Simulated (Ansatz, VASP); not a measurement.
# MgS in VASP and in Ansatz

```xyz
4
Lattice="4.0646 0.0000 0.0000 -2.0323 3.5201 0.0000 0.0000 0.0000 6.2872" Properties=species:S:1:pos:R:3 pbc="T T T"
Mg    2.0323    1.1734    3.1462
Mg    0.0000    2.3467    6.2898
S     0.0000    2.3467    2.3551
S     2.0323    1.1734    5.4986
```

Alike in both runs: task single point; functional PBEsol; k mesh 6 × 6 × 4; occupations gaussian, width 0.02 eV; no spin polarisation.

|  | VASP | Ansatz |
| --- | --- | --- |
| version | VASP 6.6.1 | Ansatz 0.2.0 |
| potentials or method | VASP PAW PBE potentials, release 64 (Mg, S) | scalar-relativistic, plane waves, PAW |
| plane-wave cutoff (eV) | 520 | 420 |
| valence electrons in the cell | 16 | 32 |

VASP gave:

- gap on the k mesh at the Fermi level (eV): 3.34
- least direct gap on the mesh (eV): 3.34
- pressure (GPa): 0.4
- largest component of the traceless stress (GPa): 3.83
- rms of the force components (eV/Å): 0.344

Which values does Ansatz return?

gap on the k mesh at the Fermi level (eV): 3.34; least direct gap on the mesh (eV): 3.34; pressure (GPa): 0.5; largest component of the traceless stress (GPa): 3.81; rms of the force components (eV/Å): 0.342.

Atom by atom the forces differ by 0.001 eV/Å (rms over components). The two sets of potentials don't hold the same shells in valence.

Caveats: the PAW data sets were made with another functional, which shifts forces and pressure a little (VASP).
